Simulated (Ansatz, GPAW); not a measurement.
# Geometry or basis: what sets the conductance of a Sn chain with one Pt atom in line, part 3 of 3

How well does a Sn chain with one Pt atom in line conduct once its atoms have relaxed, and how much do cheaper levels lose?

GPAW 26.7.0 and Ansatz 0.2.0; Ansatz plane waves; relaxation of the junction with the lead ends held; PAW set soft_1 (the session's first sound run).

So far, transmission at the Fermi level (one spin): step 3 (plane-wave reference (PBE)) 1.53; step 4 (double-zeta polarised basis, PBE, GPAW) 1.54; step 5 (GPAW, szp: basis = "szp(dzp)", PBE, GPAW) 1.51. Also conductance of the perfect lead (G₀): step 3 3.00.

### 6. Minimal basis

Level of this step: GPAW LCAO, PAW setups; Landauer transmission from Green's functions with principal layers (ASE), zero bias (GPAW).

One function for each valence shell of the setup, as for a first survey of a large system.

Input file run.py:

```python
import json
import numpy as np
from ase import Atoms
from ase.transport.calculators import TransportCalculator
from gpaw import GPAW, FermiDirac
from gpaw.lcao.tools import get_lcao_hamiltonian
from scipy.linalg import eigh

# The junction with lead layers at both ends, along the third cell vector
device = Atoms(
    ['Sn', 'Sn', 'Sn', 'Sn', 'Sn', 'Sn', 'Pt', 'Sn', 'Sn', 'Sn', 'Sn', 'Sn', 'Sn'],
    positions=[
        [4.50000, 4.50000, 1.37500],
        [4.50000, 4.50000, 4.12500],
        [4.50000, 4.50000, 6.87500],
        [4.50000, 4.50000, 9.62500],
        [5.34225, 4.70494, 12.38868],
        [4.62369, 4.54249, 15.18206],
        [5.14450, 4.67649, 17.66699],
        [4.61787, 4.54560, 20.15161],
        [5.32358, 4.70114, 22.94684],
        [4.50000, 4.50000, 25.71740],
        [4.50000, 4.50000, 28.46740],
        [4.50000, 4.50000, 31.21740],
        [4.50000, 4.50000, 33.96740]],
    cell=[[9.0, 0.0, 0.0], [0.0, 9.0, 0.0], [0.0, 0.0, 35.3424]],
    pbc=True)

# One principal layer of the lead: the first 3 atoms of the device
lead = Atoms(
    ['Sn', 'Sn', 'Sn'],
    positions=[
        [4.50000, 4.50000, 1.37500],
        [4.50000, 4.50000, 4.12500],
        [4.50000, 4.50000, 6.87500]],
    cell=[[9.0, 0.0, 0.0], [0.0, 9.0, 0.0], [0.0, 0.0, 8.25]],
    pbc=True)

settings = dict(mode='lcao', basis='sz(dzp)', xc='PBE', h=0.2,
                occupations=FermiDirac(0.1), maxiter=250,
                mixer=dict(beta=0.1, nmaxold=8, weight=100.0),
                convergence=dict(density=0.0001))
energies = np.arange(-2, 2 + 1e-9, 0.025)
eta = 0.0001
n1, n2 = 1, 1
# k and -k transmit alike, so half of the mesh across the current serves
mesh = [(i, j) for i in range(n1) for j in range(n2) if (i, j) <= (-i % n1, -j % n2)]
weights = np.array([1 if (i, j) == (-i % n1, -j % n2) else 2 for i, j in mesh]) / (n1 * n2)

# [... helper functions left out ...]
fermi_lead = ground_state(lead, (1, 1, 14), 'lead.txt')
fermi_device = ground_state(device, (1, 1, 2), 'device.txt')
# [... loop over the mesh left out, but for ...]
        # Shift the lead onto the potential of the device's first layer
        shift = ((H[:, 0, 0] - H0[:, 0, 0]) / S0[0, 0]).real.mean()
# [...]
kT = 8.617333e-5 * 300
bias = [0.1, 0.2, 0.5, 1.0, 1.5, 2.0]
# [... integrals and printing left out ...]
```

On the command line:

```
$ OMP_NUM_THREADS=1 OPENBLAS_NUM_THREADS=1 python run.py
```

Numbers of over 12 decimals in the logs are rounded to 6 here.

Output:

```text
basis functions: device 120, principal layer 27
Fermi level: lead -3.0929 eV, device -3.0157 eV; lead shifted by 0.0322 eV
largest coupling past the next layer 4.07e-07 eV, largest misfit of the first layer 0.091 eV
  E-E_F (eV)   T (one spin)  [channel counts left out]
    -2.000    2.1538e-01
    -1.975    1.5842e-01
    -1.950    1.1229e-01
[...]
1.975    1.8822e+00
     2.000    1.8344e+00
conductance at 300 K: 1.5883 G0 a cell; thermopower -7.373 uV/K
current from the zero-bias T(E) at 0.1 V: 12.281 uA
current from the zero-bias T(E) at 0.2 V: 24.412 uA
current from the zero-bias T(E) at 0.5 V: 58.657 uA
current from the zero-bias T(E) at 1.0 V: 107.5 uA
current from the zero-bias T(E) at 1.5 V: 162.82 uA
current from the zero-bias T(E) at 2.0 V: 219.63 uA
```

The job ended after 40 s (1 thread of Arm Neoverse V1, shared host; peak memory 1.1 GiB).

This step gave:

```
conductance                                    : 1.588 G₀
thermopower                                    : -7.373 μV/K
largest coupling past the next principal layer : 4.07e-7 eV
largest misfit of the first principal layer    : 0.09094 eV
shift that aligns the lead                     : 0.03218 eV
basis functions of the junction                : 120
basis functions of a principal layer           : 27
transmission at the Fermi level (one spin)     : 1.598
```

The conductance, 1.59 G₀, lies 3.7 % above that of the dzp run.

### 7. RPBE in the dzp basis: xc = "RPBE"

Back in the dzp basis, the functional changes from PBE to RPBE, to set the spread between functionals beside that between bases.

Edit run.py of step 6 so:

```diff
@@ -38,3 +38,3 @@
 
-settings = dict(mode='lcao', basis='sz(dzp)', xc='PBE', h=0.2,
+settings = dict(mode='lcao', basis='dzp', xc='RPBE', h=0.2,
                 occupations=FermiDirac(0.1), maxiter=250,
```

Output:

```text
basis functions: device 303, principal layer 69
Fermi level: lead -2.8478 eV, device -2.8236 eV; lead shifted by 0.0263 eV
largest coupling past the next layer 3.81e-07 eV, largest misfit of the first layer 0.052 eV
  E-E_F (eV)   T (one spin)  [channel counts left out]
    -2.000    3.7052e-01
    -1.975    2.8505e-01
    -1.950    2.1206e-01
[...]
1.975    1.7957e+00
     2.000    1.7532e+00
conductance at 300 K: 1.5128 G0 a cell; thermopower -5.936 uV/K
current from the zero-bias T(E) at 0.1 V: 11.701 uA
current from the zero-bias T(E) at 0.2 V: 23.28 uA
current from the zero-bias T(E) at 0.5 V: 56.289 uA
current from the zero-bias T(E) at 1.0 V: 103.86 uA
current from the zero-bias T(E) at 1.5 V: 153.48 uA
current from the zero-bias T(E) at 2.0 V: 210.48 uA
```

It took 77 s on 1 thread; peak memory 1.2 GiB.

Numbers from this step:

```
conductance                                    : 1.513 G₀
thermopower                                    : -5.936 μV/K
largest coupling past the next principal layer : 3.81e-7 eV
largest misfit of the first principal layer    : 0.05213 eV
shift that aligns the lead                     : 0.02626 eV
basis functions of the junction                : 303
basis functions of a principal layer           : 69
transmission at the Fermi level (one spin)     : 1.520
```

The conductance, 1.51 G₀, lies 1.2 % below that of the dzp run.

### 8. The structure as built: geometry = "as built"

The dzp basis with PBE on the structure as first built shows what the relaxation was worth.

Edit run.py of step 7 so:

```diff
@@ -16,7 +16,7 @@
         [4.50000, 4.50000, 9.62500],
-        [5.34225, 4.70494, 12.38868],
-        [4.62369, 4.54249, 15.18206],
-        [5.14450, 4.67649, 17.66699],
-        [4.61787, 4.54560, 20.15161],
-        [5.32358, 4.70114, 22.94684],
+        [4.50000, 4.50000, 12.37500],
+        [4.50000, 4.50000, 15.12500],
+        [4.50000, 4.50000, 17.67120],
+        [4.50000, 4.50000, 20.21740],
+        [4.50000, 4.50000, 22.96740],
         [4.50000, 4.50000, 25.71740],
@@ -38,3 +38,3 @@
 
-settings = dict(mode='lcao', basis='dzp', xc='RPBE', h=0.2,
+settings = dict(mode='lcao', basis='dzp', xc='PBE', h=0.2,
                 occupations=FermiDirac(0.1), maxiter=250,
```

Output:

```text
basis functions: device 303, principal layer 69
Fermi level: lead -2.9469 eV, device -2.9969 eV; lead shifted by 0.0203 eV
largest coupling past the next layer 3.84e-07 eV, largest misfit of the first layer 0.024 eV
  E-E_F (eV)   T (one spin)  [channel counts left out]
    -2.000    9.8506e-01
    -1.975    9.8381e-01
    -1.950    9.8263e-01
[...]
1.975    2.2485e+00
     2.000    2.2487e+00
conductance at 300 K: 2.1901 G0 a cell; thermopower -1.449 uV/K
current from the zero-bias T(E) at 0.1 V: 16.951 uA
current from the zero-bias T(E) at 0.2 V: 33.799 uA
current from the zero-bias T(E) at 0.5 V: 82.769 uA
current from the zero-bias T(E) at 1.0 V: 154.9 uA
current from the zero-bias T(E) at 1.5 V: 209.11 uA
current from the zero-bias T(E) at 2.0 V: 265.02 uA
```

Run time: 71 s. Hardware: 1 thread; peak memory 1.2 GiB.

This step gave:

```yaml
conductance: 2.190 G₀
largest_coupling_past_the_next_principal_layer: 3.84e-7 eV
largest_misfit_of_the_first_principal_layer: 0.02389 eV
shift_that_aligns_the_lead: 0.02032 eV
transmission_at_the_fermi_level_one_spin: 2.196
```

The conductance, 2.19 G₀, lies 43 % above that of the dzp run.

### 9. Cost and result by level

Times are wall times on the hardware named with each run. The series side by side:

```tsv
no.	run	conductance (G₀)	time	memory (GiB)
1	pw PBE	1.524	94 s	3.4
2	dzp	1.531	76 s	1.2
3	szp	1.500	55 s	1.1
4	sz	1.588	40 s	1.1
5	dzp RPBE	1.513	77 s	1.2
6	asbuilt	2.190	71 s	1.2
```

### 10. The levels side by side

The curves are compared point by point over the common energies.

This step: comparison of transmission and cost over codes, levels and geometry; PAW set soft_1 (GPAW 26.7.0).

Ladder, by row:

```tsv
step	code	T at the Fermi level (sum over the listed spins)	conductance (G0)	r.m.s. T(E) from the first	wall time (s)	peak memory (GiB)	threads
pw-pbe	Ansatz	1.529	1.524	0	93.74	3.386	4
dzp	GPAW	1.539	1.531	0.141	76.44	1.18	1
szp	GPAW	1.508	1.5	0.1891	54.76	1.15	1
sz	GPAW	1.598	1.588	0.1884	40.05	1.06	1
dzp-RPBE	GPAW	1.52	1.513	0.1456	76.77	1.18	1
asbuilt	GPAW	2.196	2.19	0.5607	71.17	1.16	1
```

The transmission, zone mean, sum over the listed spins by energy, zero at the Fermi level:

```tsv
energy (eV)	pw-pbe	dzp	szp	sz	dzp-RPBE	asbuilt
-2.000	0.291	0.362	0.274	0.215	0.371	0.985
-1.800	0.0157	0.0221	0.00728	0.00573	0.0219	0.977
-1.600	0.00387	0.00180	6.7e-4	8.3e-5	0.00160	0.976
-1.400	0.0395	0.0142	0.00103	0.00702	0.0134	0.983
-1.200	0.450	0.167	0.0739	0.162	0.159	0.996
-1.075	1.000	0.628	0.378	0.635	0.601	0.998
-1.000	0.836	0.960	0.758	0.949	0.946	0.982
-0.800	0.877	0.984	0.971	0.557	0.979	0.409
-0.700	0.851	1.31	0.681	0.876	1.55	0.248
-0.625	0.807	0.690	1.48	1.50	0.688	0.591
-0.600	0.797	0.720	0.912	1.14	0.868	0.723
-0.400	0.898	0.707	0.576	0.564	0.706	1.51
-0.200	1.25	1.16	1.08	1.12	1.15	1.99
0.000	1.53	1.54	1.51	1.60	1.52	2.20
0.200	1.62	1.67	1.67	1.78	1.65	2.20
0.400	1.64	1.69	1.70	1.82	1.68	2.16
0.600	1.71	1.77	1.77	1.88	1.75	2.15
0.800	1.90	1.96	1.95	2.04	1.94	2.18
1.000	2.18	2.23	2.22	2.27	2.22	2.19
1.200	2.43	2.45	2.45	2.49	2.45	2.19
1.375	2.51	2.53	2.52	2.58	2.54	2.19
1.400	2.51	2.53	2.52	2.58	2.53	2.19
1.425	2.51	2.52	2.52	2.59	2.53	2.19
1.600	2.36	2.38	2.37	2.49	2.39	2.21
1.800	2.02	2.07	2.05	2.20	2.08	2.24
2.000	1.69	1.74	1.72	1.83	1.75	2.25
```

### 11. Functional revPBE: xc = "revPBE"

The functional moves levels against the Fermi level.

This step: GPAW LCAO, PAW setups; Landauer transmission from Green's functions with principal layers (ASE), zero bias (GPAW 26.7.0).

Edit run.py of step 8 so:

```diff
@@ -16,7 +16,7 @@
         [4.50000, 4.50000, 9.62500],
-        [4.50000, 4.50000, 12.37500],
-        [4.50000, 4.50000, 15.12500],
-        [4.50000, 4.50000, 17.67120],
-        [4.50000, 4.50000, 20.21740],
-        [4.50000, 4.50000, 22.96740],
+        [5.34225, 4.70494, 12.38868],
+        [4.62369, 4.54249, 15.18206],
+        [5.14450, 4.67649, 17.66699],
+        [4.61787, 4.54560, 20.15161],
+        [5.32358, 4.70114, 22.94684],
         [4.50000, 4.50000, 25.71740],
@@ -38,3 +38,3 @@
 
-settings = dict(mode='lcao', basis='dzp', xc='PBE', h=0.2,
+settings = dict(mode='lcao', basis='dzp', xc='revPBE', h=0.2,
                 occupations=FermiDirac(0.1), maxiter=250,
```

Output:

```text
basis functions: device 303, principal layer 69
Fermi level: lead -2.8676 eV, device -2.8422 eV; lead shifted by 0.0266 eV
largest coupling past the next layer 3.82e-07 eV, largest misfit of the first layer 0.051 eV
  E-E_F (eV)   T (one spin)  [channel counts left out]
    -2.000    3.6196e-01
    -1.975    2.7769e-01
    -1.950    2.0616e-01
    -1.925    1.4921e-01
    -1.900    1.0473e-01
    -1.875    7.2141e-02
    -1.850    4.8798e-02
    -1.825    3.2501e-02
    -1.800    2.1377e-02
    -1.775    1.3939e-02
    -1.750    9.0648e-03
    -1.725    5.9365e-03
    -1.700    3.9751e-03
    -1.675    2.7826e-03
    -1.650    2.0948e-03
    -1.625    1.7463e-03
[...]
1.825    2.0340e+00
     1.850    1.9937e+00
     1.875    1.9535e+00
     1.900    1.9131e+00
     1.925    1.8725e+00
     1.950    1.8314e+00
     1.975    1.7896e+00
     2.000    1.7470e+00
conductance at 300 K: 1.5069 G0 a cell; thermopower -5.931 uV/K
current from the zero-bias T(E) at 0.1 V: 11.655 uA
current from the zero-bias T(E) at 0.2 V: 23.188 uA
current from the zero-bias T(E) at 0.5 V: 56.071 uA
current from the zero-bias T(E) at 1.0 V: 103.48 uA
current from the zero-bias T(E) at 1.5 V: 152.96 uA
current from the zero-bias T(E) at 2.0 V: 209.75 uA
```

Wall time 74 s (1 thread); peak memory 1.2 GiB.

Numbers from this step:

* conductance: 1.507 G₀
* thermopower: -5.931 μV/K
* largest coupling past the next principal layer: 3.82e-7 eV
* largest misfit of the first principal layer: 0.05149 eV
* shift that aligns the lead: 0.02656 eV
* transmission at the Fermi level (one spin): 1.514

One spin. Transmission, zone mean against energy, zero at the Fermi level:

```tsv
energy (eV)	transmission, zone mean
-2.000	0.362
-1.900	0.105
-1.800	0.0214
-1.700	0.00398
-1.600	0.00165
-1.500	0.00362
-1.400	0.0139
-1.300	0.0497
-1.200	0.163
-1.100	0.488
-1.000	0.954
-0.975	0.994
-0.900	0.921
-0.800	0.977
-0.700	1.56
-0.600	0.876
-0.500	0.582
-0.400	0.705
-0.300	0.915
-0.200	1.15
-0.100	1.36
0.000	1.51
0.100	1.60
0.200	1.64
0.300	1.66
0.400	1.67
0.500	1.69
0.600	1.74
0.700	1.82
0.800	1.94
0.900	2.07
1.000	2.21
1.100	2.34
1.200	2.44
1.300	2.51
1.375	2.53
1.400	2.53
1.500	2.49
1.600	2.38
1.700	2.24
1.800	2.07
1.900	1.91
2.000	1.75
```

Not self-consistent under bias; the bias window is split evenly. Current through one cell, from the zero-bias transmission against bias:

```tsv
bias (V)	current through one cell, from the zero-bias transmission (μA)
0.100	11.7
0.200	23.2
0.500	56.1
1.000	103
1.500	153
2.000	210
```

The transmission of the three most open eigenchannels by energy, zero at the Fermi level:

```tsv
energy (eV)	channel 1	channel 2	channel 3
-2.000	0.362	0	0
-1.800	0.0214	0	0
-1.600	0.00165	0	0
-1.400	0.0139	0	0
-1.200	0.163	0	0
-1.000	0.954	0	0
-0.800	0.977	4.7e-9	1.2e-10
-0.600	0.814	0.0598	0.00285
-0.400	0.546	0.134	0.0259
-0.200	0.577	0.462	0.111
0.000	0.699	0.553	0.262
0.200	0.740	0.497	0.407
0.400	0.673	0.567	0.429
0.600	0.644	0.622	0.478
0.800	0.695	0.640	0.601
1.000	0.782	0.721	0.708
1.200	0.888	0.833	0.724
1.400	0.924	0.895	0.708
1.600	0.959	0.835	0.590
1.800	0.937	0.801	0.337
2.000	0.809	0.784	0.155
```

The conductance, 1.51 G₀, lies 1.6 % below that of the dzp run.

### 12. Results

```
conductance                                        : 1.53 G₀
transmission at the Fermi level, mean of the spins : 1.54
thermopower                                        : -5.94 μV/K
```

**Reading.** In the dzp basis the junction conducts 1.53 G₀ at 300 K, with T = 1.54 a spin at the Fermi level; the sz basis reaches that conductance within 10 %. Relaxation moved atoms by up to 0.87 Å and took the conductance from 2.19 to 1.53 G₀, as a ratio a larger change than the step from dzp to the minimal basis. Plane waves (PBE) give T = 1.53 there. At the Fermi level the three most open eigenchannels pass 0.70, 0.56 and 0.27. The negative thermopower says that the thermally weighted transmission is larger above the Fermi level, as for electron-like transport. Measured against the first run (pw-pbe), the nearest curve is that of dzp (r.m.s. 0.14) and the farthest that of asbuilt (0.56). Over the compared runs wall time goes from 40 s (sz) to 94 s (pw-pbe), on a shared host; the plane-wave run used 4 threads and the orbital runs 1. The leads kept an estimated spacing and the cell its length, so the junction may be under some tension or compression. The run had no spin polarisation, so a magnetic state, which chains and small molecules with open shells often have, wasn't tested. Spin-orbit coupling is left out, which matters for the heavy atoms here. An evenly spaced straight chain is an idealisation: free chains tend to dimerise, zigzag or, where a band edge lies near the Fermi level, turn magnetic. The currents use the zero-bias T(E) throughout, which holds only while the bias is small against the distance to the nearest feature.

[Logs are printed without paths, hosts, clocks, repeated set-up lines and the standing remarks that a program may print on its own settings, such as how far it seeks lower states.]

[Hosts, paths, dates, database ids (printed as entryN), source tags and the programs' standing remarks are cut or masked in the printed files.]
